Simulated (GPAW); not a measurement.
Ni in GPAW: the effect of strain uniaxial z

Ni:

```
CELL_PARAMETERS angstrom
-1.38372 1.38372 1.32837
1.38372 -1.38372 1.32837
1.38372 1.38372 -1.32837
ATOMIC_POSITIONS crystal
Ni 0.00000 0.00000 0.00000
```

This isn't the form of Ni at room conditions, which is fcc.

Alike in all runs:

| Property | Result |
| --- | --- |
| Program | GPAW 26.7.0 |
| Task | single point |
| Functional | PBEsol |
| Potentials or basis | PAW data sets generated in the run's folder for this functional |
| Cutoff | 600 eV |
| Basis | pw |
| k mesh | 13 × 13 × 13 |
| Occupations | fermi-dirac, width 0.05 eV |
| Spin | collinear spin, ferromagnetic start |
| Starting moments | [1.0] μB |
| Maxiter | 150 |

| strain uniaxial z | pressure (GPa) | moment (μB) |
| --- | --- | --- |
| -0.04 | ? | ? |
| -0.02 | 5.3 | 0.56 |
| -0.01 | 2.8 | 0.58 |
| 0 | 0.5 | 0.58 |
| 0.01 | -1.7 | 0.59 |
| 0.02 | -3.8 | 0.60 |
| 0.04 | -7.6 | 0.61 |

Task: What does the run with strain uniaxial z -0.04 give?

Result: Pressure 10.5 GPa; moment 0.53 μB.

Worked out: A parabola through the other rows of the pressure, of slope -277 GPa per unit of strain uniaxial z there, extrapolates to 10.6 GPa, against the run's 10.5. A straight line through the other rows of the moment, of slope 0.786 μB per unit of strain uniaxial z, extrapolates to 0.55 μB, against the run's 0.53.

Caveats: the density grid can change from cell to cell, which puts small steps into energies and stress; the stock nickel data set gives pressures a few GPa off other programs.
